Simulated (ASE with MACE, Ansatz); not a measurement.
# Energy per group against coverage on hydroxylated alpha-Al2O3(0001)

The cell holds 76 atoms: 16 Al, 36 O and 24 H. Cell: a = 9.580 Å, b = 9.580 Å, c = 22.300 Å, α = 90.0°, β = 90.0°, γ = 120.0°. It derives from Al2O3 (hydroxylated alpha-Al2O3(0001)). Corundum (0001), 2 x 2 cells, three layers of O, the outer two all OH (lattice constants typed as starting values near PBE's), about 15 Å of vacuum, lower atoms held. Vacuum lies along c.

Calculated with Ansatz 0.2.0: Kohn-Sham DFT, PBE, PAW (set soft_2), plane waves; cutoff 420 eV, Γ point, fermi-dirac smearing of 0.025 eV. The change is, for the first row: 1 x (surface OH + HCl → surface Cl + H2O). Cells were relaxed with PBE+D3(BJ); energies are products less reactants, per group.

| groups changed to Cl | energy per group (eV) |
| --- | --- |
| 1 | 0.403 |
| 2 | 0.5017 |
| 3 | 0.7094 |
| 4 | 0.7651 |
| 6 | ? |
| 8 | 1.143 |

Task: Fit a straight line to the rows given and interpolate to the withheld row.

Worked fit:

With pairwise interactions in mean field, the energy per group is a line in the number of groups, u, and v is that energy.

| u | v (eV) |
| --- | --- |
| 1 | 0.403 |
| 2 | 0.5017 |
| 3 | 0.7094 |
| 4 | 0.7651 |
| 8 | 1.1432 |

With n = 5: mean u = 3.6, mean v = 0.70448, Σ(u − ū)² = 29.200, Σ(u − ū)(v − v̄) = 3.0600. Slope b = 3.0600 / 29.200 = 0.10479; intercept a = v̄ − b ū = 0.32722.

At u = 6, v = a + b u.

Prediction at 6: 0.9560 eV. The run gave 0.9835 eV, so the fit is low by 0.028 eV (2.8 % of the value).

The slope of +0.105 eV a group says that each further group makes the change less favourable for all; the intercept, 0.327 eV, is the line's value at zero coverage. Among the rows given, the largest miss of the fit is at 3, by 0.068 eV (9.2 % of the range of the table).

Limits: Static energies; one arrangement a coverage; no gas entropy.

[Hosts, paths, dates, database ids (printed as entryN), source tags and the programs' standing remarks are cut or masked in the printed files.]
